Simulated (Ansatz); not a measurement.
# Cu3Au (Auricupride) (Pm-3m) in Ansatz: notebook

Aim: see how the results for Cu3Au (Auricupride) move with the level of theory and the settings. Levels: RPBE+D3(BJ), revPBE, BLYP. Tasks: relaxation of cell and atoms.

Program: Ansatz 0.2.0. These are calculated values, not measurements. Logs are shortened: lines on timing, memory, paths and dates and some standing lists are left out, and cuts for length are marked.

### Step 1. The crystal as given

It takes space group Pm-3m (No. 221, cubic). Conventional cell: a = 3.740 Å, b = 3.740 Å, c = 3.740 Å, α = 90.00°, β = 90.00°, γ = 90.00°. Au (site symmetry m-3m) is surrounded by 12 Cu at 2.64 Å. Cu (site symmetry 4/mmm) has 4 Au at 2.64 Å and 8 Cu at 2.64 Å as nearest neighbours.

### Step 2. Relaxation of cell and atoms, RPBE+D3(BJ)

input.yaml

```yaml
crystal:
  lattice:
    - [3.74, 0.0, 0.0]
    - [0.0, 3.74, 0.0]
    - [0.0, 0.0, 3.74]
  atoms:
    - { symbol: Au, position: [0.0, 0.0, 0.0] }
    - { symbol: Cu, position: [0.5, 0.5, 0.0] }
    - { symbol: Cu, position: [0.5, 0.0, 0.5] }
    - { symbol: Cu, position: [0.0, 0.5, 0.5] }
hamiltonian:
  xc: rpbe
  pseudopotentials: { kind: paw }
  dispersion: d3bj
kpoints:
  mp_grid: { grid: [7, 7, 7] }
scf:
  occupations: { method: fermi_dirac, width: 0.05 }
output:
  forces: true
  stress: true
  write_density: true
  write_potential: true
  elf: true
  volumetric_format: npy
relax:
  f_tol: 0.01
  max_steps: 40
  cell: { stress_tol: 0.05 }
```

Potentials or basis: Ansatz PAW.

Command:

```bash
$ ansatz run input.yaml --threads 2 --pin off --max-ram 5632MiB --backend cpu --events-out ev --progress --plain --runs-dir out
```

Log:

```text
Warning: RAYON_NUM_THREADS=2 ignored (pool sized by the plan → 2); use --threads N
Engine: ansatz 0.2.0, x86_64-unknown-linux-gnu
Pseudopotentials: kind: paw
Pseudopotential: Au, paw, valence charge 19, recommended cutoff 420 eV (normal), Au.paw.azcp
Pseudopotential: Cu, paw, valence charge 19, recommended cutoff 420 eV (normal), Cu.paw.azcp
Functional definition: RPBE
  parameter kappa = 0.804
  parameter beta = 0.06672455060314922
  exchange = rpbe_x(kappa = kappa, mu = beta*pi^2/3)
  correlation = pbe_c(beta = beta)
Crystal: 4 atoms, lattice volume = 52.314 Å³
Basis set: ecut = 420 eV, 1021 PW (Γ), exchange–correlation on 50×50×50 points (8 copies of the dense FFT grid, shifted against one another)
Bands: 46, of which v1, the nominal top of the filled ones, is band 38 counted from 1 (37 counted from 0)
Symmetry: 48 space group operations
Space group: Pm-3m (ITA 221), of the structure as read, at distance tolerance 3.7e-5 Å
k-points: 20 of 343
Non-local potential: Au, projectors of the file, l = 0: 3, l = 1: 2, l = 2: 2, l = 3: 1
Non-local potential: Cu, projectors of the file, l = 0: 3, l = 1: 2, l = 2: 3, l = 3: 1
PAW form: soft (Blöchl's): semilocal exchange-correlation on the pseudo side does not see the compensation charge
PAW frozen core: Au, regenerated for the run's functional, and the local potential with it (the file was generated under x = pbe(κ = 0.804, μ = 0.2195149727645171), c = pbe(β = 0.06672455060314922))
PAW frozen core: Cu, regenerated for the run's functional, and the local potential with it (the file was generated under x = pbe(κ = 0.804, μ = 0.2195149727645171), c = pbe(β = 0.06672455060314922))
PAW one-centre angular grid: Au, 590 points (default); XC on 64 Gauss nodes
PAW one-centre angular grid: Cu, 590 points (default); XC on 64 Gauss nodes
Initial density: superposition of atomic densities (neutral atoms: chi_scale 0, normalization atom), corrected by the library's trained network
Initial wavefunctions: pseudopotential atomic-orbital guess
Functional: x = rpbe, c = pbe(β = 0.06672455060314922)
SCF iter   1: F=—  HF=-33066.817516 eV  |F-HF|=—  |Δ(HF+E_count)|=         —  Δρ=7.55e-3  dr2=1.70e-2  ethr=1.77e-3  ⟨swp⟩=5.9  Hψ=3057  notcnv=0  defer=6
preconditioner: auto → Kerker (q_TF=auto, 2.904 Å⁻¹)  [metal: Δε(μ)=0.086 eV  Ē_g=10.670 eV  σ=0.050 eV  W_gap=0.36  n_scr=18 (ndim 8)  ℏωp=34.1 eV  f_vac=0.000  D(μ)=1.56/eV (n_scr^D=6)]
SCF iter   2: F=—  HF=-33066.814413 eV  |F-HF|=—  |Δ(HF+E_count)|=   3.10e-3  Δρ=1.86e-3  dr2=2.55e-3  ethr=2.24e-5  ⟨swp⟩=2.0  Hψ=1689  notcnv=0  defer=43
SCF iter   3: F=—  HF=-33066.814097 eV  |F-HF|=—  |Δ(HF+E_count)|=   3.15e-4  Δρ=1.20e-3  dr2=7.78e-4  ethr=3.35e-6  ⟨swp⟩=1.1  Hψ=874  notcnv=0  defer=43
[... 94 lines left out ...]
SCF converged after 9 iterations
Free energy (F): -33067.631716 eV
Harris-Foulkes:  -33067.631716 eV  (|F-HF|=7.28e-12)
Internal energy: -33067.622073 eV  (E = F + TS)
E sigma→0 (E₀):  -33067.626895 eV
Entropy (-TS):   -0.009643 eV (-2.411 meV/atom)
Fermi energy:    22.451476 eV
--- Per-component energies (eV) ---
  E_band       = -980.055125
  E_kinetic    = 1516.558105
  E_local      = -12903.816313  (includes V_loc(G=0)·N_el)
  E_nonlocal   = 1243.651688
  E_hartree    = 5755.026559
  E_xc         = -503.726672
  E_vxc        = -630.943045  (∫ρ·V_xc dr)
  E_paw        = -14725.737805  (= ΣΔE_a)
  E_vpaw       = -1715.561100  (= ΣTr[D̂ρ^β])
  E_aug_tail   = 0.002427  (compensation charges beyond the density's cutoff)
  E_ewald      = -13435.144286
  E_disp       = -14.261787  (pairwise vdW)
  E_core_change = -0.173988  (= ΣΔE_core)
  E_smearing   = -0.009643  (= −TS)
  E_closure    = 0.000000  (closes the sum)
  Σ components = -33067.631716   (vs F -33067.631716, Δ=0.00e0)
--- Forces (eV/Å), atoms counted from 1 ---
  atom   1  Au     0.00000000     0.00000000     0.00000000
  atom   2  Cu     0.00000000     0.00000000    -0.00000000
  atom   3  Cu    -0.00000000    -0.00000000     0.00000000
  atom   4  Cu    -0.00000000     0.00000000    -0.00000000
  max |Σ_I F_I| component: 2.00e-29 eV/Å
--- Stress (GPa, compression-positive) ---
       -0.000845      -0.000000       0.000000
       -0.000000      -0.000845       0.000000
        0.000000       0.000000      -0.000845
  P = ⅓ Tr σ = -0.0008 GPa (-0.008 kbar)
--- Band table (eV; the first three rows and the last of 20) ---
  k-point 0: bands = ["-90.6349", "-90.6168", "-90.6168", "-84.2148", "-47.9770", "-47.9770", "-47.9770", "-47.9298", "-47.9298", "-47.9298", "-47.8809", "-47.8809", "-47.8809", "-35.6916", "-35.6916", "-35.6916", "11.2147", "14.5941", "14.5941", "15.6537", "15.6537", "15.6537", "16.7821", "18.6552", "18.6552", "18.6552", "19.7830", "19.7830", "20.4924", "20.6345", "20.6345", "20.6999", "20.6999", "20.6999", "20.9919", "20.9919", "20.9919", "23.3956", "23.3956", "23.3956", "29.5430", "31.4418", "31.4418", "34.1221", "34.1221", "34.1221"]
  k-point 1: bands = ["-90.6340", "-90.6176", "-90.6168", "-84.2148", "-47.9744", "-47.9744", "-47.9727", "-47.9305", "-47.9305", "-47.9300", "-47.8853", "-47.8827", "-47.8827", "-35.6937", "-35.6918", "-35.6918", "11.4942", "14.7069", "14.7475", "15.7201", "15.7361", "15.7361", "16.8576", "18.5647", "18.7181", "18.7181", "19.6753", "19.8209", "20.1943", "20.1943", "20.3978", "20.4917", "20.5563", "20.6722", "20.6722", "20.7001", "20.9905", "22.1621", "24.3214", "24.3214", "30.0307", "31.2752", "32.5811", "33.8607", "33.9505", "33.9505"]
  k-point 2: bands = ["-90.6319", "-90.6197", "-90.6167", "-84.2147", "-47.9677", "-47.9677", "-47.9612", "-47.9328", "-47.9328", "-47.9303", "-47.8972", "-47.8870", "-47.8870", "-35.6985", "-35.6920", "-35.6920", "12.2800", "14.9845", "15.0665", "15.8862", "15.9607", "15.9607", "17.0541", "18.3439", "18.8258", "18.8258", "19.3030", "19.3030", "19.3281", "19.9265", "20.0932", "20.0947", "20.1802", "20.2710", "20.2710", "20.4211", "20.7005", "20.9876", "26.0767", "26.0767", "30.3785", "30.8842", "32.4896", "32.4896", "33.3196", "33.4624"]
  k-point 19: bands = ["-90.6234", "-90.6224", "-90.6224", "-84.2145", "-47.9879", "-47.9749", "-47.9749", "-47.9749", "-47.9004", "-47.9004", "-47.8997", "-47.8781", "-47.8781", "-35.6986", "-35.6982", "-35.6982", "14.6786", "14.7555", "14.7555", "16.0128", "17.1097", "17.1097", "18.4737", "18.6382", "18.6382", "18.8504", "18.8504", "18.9502", "19.6157", "19.7119", "19.7119", "19.9351", "20.5056", "20.5056", "20.5320", "20.6647", "20.6647", "21.7212", "21.7212", "21.7708", "26.1902", "27.7372", "27.7372", "28.5125", "40.6102", "40.6102"]
--- Relaxed structure (5 steps of the walk, 5 accepted, 2 SCFs on fresh bases) ---
  F+E_penalty+E_count = -33067.63171630 eV   max|allowed force component| = 2.025e-29 eV/Å   (the final SCF, on the basis selected at the relaxed cell)
  cell:  # Å, volume = 44.6600 Å³
    - [3.547912804916604, -1.1535517896069379e-33, -6.7307239202283075e-34]
    - [-1.3461447840456613e-33, 3.5479128049166038, 0.0]
    - [-5.2862764619378815e-34, 0.0, 3.5479128049166038]
  atoms:
    - { symbol: Au, position: [-1.3302992040105542e-33, 4.033810489582118e-34, -1.1157348162671138e-34] }
    - { symbol: Cu, position: [0.5, 0.5, 1.2873863264620766e-34] }
    - { symbol: Cu, position: [0.5, -1.4590378366572581e-34, 0.5] }
    - { symbol: Cu, position: [8.325098244453121e-34, 0.5, 0.5] }
```

Wall time 10 s (2 threads of Intel Xeon Platinum 8375C at 2.90GHz (Ice Lake), shared host); peak memory 0.45 GiB.

Results:

```yaml
Free_energy: -33067.6317 eV
Relaxed_volume: 11.17 Å³/atom
Relaxed_cell: a = 3.548 Å, b = 3.548 Å, c = 3.548 Å, α = 90.00°, β = 90.00°, γ = 90.00°
Space_group_after_relaxing_to_0.05_Å: Pm-3m (No. 221)
Energy_gained_by_relaxing: 204.4 meV/atom
Ionic_steps: 7
Pressure_after_relaxing: 0.0 GPa
Band_gap_on_the_k_mesh: none (metal or under the smearing width)
```

The path:
```
step  energy change (eV)  largest force (eV/Å)  volume (Å³)
   1              0.0000                0.0000        52.31
   2             -0.8250                0.0000        45.03
   3             -0.8279                0.0000        44.50
   4             -0.8282                0.0000        44.64
   5             -0.8178                0.0000        44.64
   6             -0.8177                0.0000        44.66
   7             -0.8178                0.0000        44.66
```

Final structure:
```
Au Cu
1.0
     3.54791    0.00000    0.00000
     0.00000    3.54791    0.00000
     0.00000    0.00000    3.54791
Au Cu
1 3
Direct
  0.00000 0.00000 0.00000
  0.50000 0.50000 0.00000
  0.50000 0.00000 0.50000
  0.00000 0.50000 0.50000
```

Levels at points of the mesh, in eV from the Fermi level:
| k point | band 35 | band 36 | band 37 | band 38 | band 39 | band 40 | band 41 | band 42 |
| --- | --- | --- | --- | --- | --- | --- | --- | --- |
| (0.00, 0.00, 0.00) | -1.46 | -1.46 | -1.46 | 0.94 | 0.94 | 0.94 | 7.09 | 8.99 |

Caveat: the plane-wave basis is chosen anew once the cell has moved, so the energies of steps on either side of that aren't comparable; the volume moved by -15 % from the deposited cell, more than functionals usually miss; pairwise dispersion overbinds metals, which lowers pressure and volume; the PAW data sets come from PBE, with cores solved anew for the run's functional, which leaves a small shift of forces and pressure.

### Step 3. Relaxation of cell and atoms, revPBE

Edit input.yaml of step 2 so:

```diff
@@ -11,5 +11,4 @@
 hamiltonian:
-  xc: rpbe
+  xc: revpbe
   pseudopotentials: { kind: paw }
-  dispersion: d3bj
 kpoints:
@@ -21,6 +20,2 @@
   stress: true
-  write_density: true
-  write_potential: true
-  elf: true
-  volumetric_format: npy
 relax:
```

Potentials or basis: Ansatz PAW.

Command:

```bash
$ ansatz run input.yaml --threads 2 --pin off --max-ram 5632MiB --backend cpu --events-out ev --progress --plain --runs-dir out
```

Run time: 4.8 s. Hardware: 2 threads of Intel Xeon 6975P-C (Granite Rapids), shared host; peak memory 0.41 GiB.

The run converged. Its results:

```yaml
Free_energy: -33046.1992 eV
Relaxed_volume: 13.83 Å³/atom
Relaxed_cell: a = 3.810 Å, b = 3.810 Å, c = 3.810 Å, α = 90.00°, β = 90.00°, γ = 90.00°
Space_group_after_relaxing_to_0.05_Å: Pm-3m (No. 221)
Energy_gained_by_relaxing: 18.3 meV/atom
Ionic_steps: 5
Pressure_after_relaxing: 0.0 GPa
```

Step by step:
| step | energy change (eV) | largest force (eV/Å) | volume (Å³) |
| --- | --- | --- | --- |
| 1 | 0.0000 | 0.0000 | 52.31 |
| 2 | -0.0695 | 0.0000 | 54.75 |
| 3 | -0.0714 | 0.0000 | 55.26 |
| 4 | -0.0714 | 0.0000 | 55.31 |
| 5 | -0.0732 | 0.0000 | 55.31 |

Final structure:
```cif
data_structure
_symmetry_space_group_name_H-M 'P 1'
_symmetry_Int_Tables_number 1
_cell_length_a 3.8102
_cell_length_b 3.8102
_cell_length_c 3.8102
_cell_angle_alpha 90.000
_cell_angle_beta 90.000
_cell_angle_gamma 90.000
_cell_volume 55.31
loop_
_atom_site_label
_atom_site_type_symbol
_atom_site_fract_x
_atom_site_fract_y
_atom_site_fract_z
_atom_site_occupancy
Au1 Au 0.00000 0.00000 0.00000 1
Cu1 Cu 0.50000 0.50000 0.00000 1
Cu2 Cu 0.50000 0.00000 0.50000 1
Cu3 Cu 0.00000 0.50000 0.50000 1
```

Caveat: the plane-wave basis is chosen anew once the cell has moved, so the energies of steps on either side of that aren't comparable; the PAW data sets come from PBE, with cores solved anew for the run's functional, which leaves a small shift of forces and pressure. Zero-point motion and thermal expansion aren't in these numbers.

### Step 4. Relaxation of cell and atoms, BLYP

Edit input.yaml of step 3 so:

```diff
@@ -11,3 +11,3 @@
 hamiltonian:
-  xc: revpbe
+  xc: blyp
   pseudopotentials: { kind: paw }
```

Command:

```bash
$ ansatz run input.yaml --threads 2 --pin off --max-ram 5632MiB --backend cpu --events-out ev --progress --plain --runs-dir out
```

Wall time 6.2 s (2 threads of Intel Xeon 6975P-C (Granite Rapids), shared host); peak memory 0.4 GiB.

The run converged. Its results:

```yaml
Free_energy: -33078.6963 eV
Relaxed_volume: 14.41 Å³/atom
Relaxed_cell: a = 3.863 Å, b = 3.863 Å, c = 3.863 Å, α = 90.00°, β = 90.00°, γ = 90.00°
Space_group_after_relaxing_to_0.05_Å: Pm-3m (No. 221)
Energy_gained_by_relaxing: 53.3 meV/atom
Ionic_steps: 7
Pressure_after_relaxing: 0.0 GPa
```

The path:
| step | energy change (eV) | largest force (eV/Å) | volume (Å³) |
| --- | --- | --- | --- |
| 1 | 0.0000 | 0.0000 | 52.31 |
| 2 | -0.2033 | 0.0000 | 56.53 |
| 3 | -0.2102 | 0.0000 | 57.41 |
| 4 | -0.2104 | 0.0000 | 57.61 |
| 5 | -0.2132 | 0.0000 | 57.61 |
| 6 | -0.2132 | 0.0000 | 57.65 |
| 7 | -0.2132 | 0.0000 | 57.65 |

Final structure:
```xyz
4
Lattice="3.8631 0.0000 0.0000 0.0000 3.8631 0.0000 0.0000 0.0000 3.8631" Properties=species:S:1:pos:R:3 pbc="T T T"
Au    0.0000    0.0000    0.0000
Cu    1.9315    1.9315    0.0000
Cu    1.9315    0.0000    1.9315
Cu    0.0000    1.9315    1.9315
```

Caveat: the plane-wave basis is chosen anew once the cell has moved, so the energies of steps on either side of that aren't comparable; the volume moved by +10 % from the deposited cell, more than functionals usually miss; the PAW data sets come from PBE, with cores solved anew for the run's functional, which leaves a small shift of forces and pressure. The run has no spin-orbit coupling, so splittings on Au are missing.

### Step 5. Overview

```tsv
level	pressure (GPa)	relaxed volume (Å³/atom)
RPBE+D3(BJ)	0.0	11.17
revPBE	0.0	13.83
BLYP	0.0	14.41
```

Alike in all rows: task relaxation of cell and atoms; potentials or basis Ansatz PAW; no spin polarisation; cell relaxed; k mesh 7 × 7 × 7; cutoff (eV) 420; smearing fermi-dirac 0.05 eV.

Caveats: the plane-wave basis is chosen anew once the cell has moved, so the energies of steps on either side of that aren't comparable; the PAW data sets come from PBE, with cores solved anew for the run's functional, which leaves a small shift of forces and pressure; the volume moved by -15 % from the deposited cell, more than functionals usually miss (some runs); pairwise dispersion overbinds metals, which lowers pressure and volume (some runs); the volume moved by +10 % from the deposited cell, more than functionals usually miss (some runs).

Absolute energies hang on the potentials; compare differences alone.
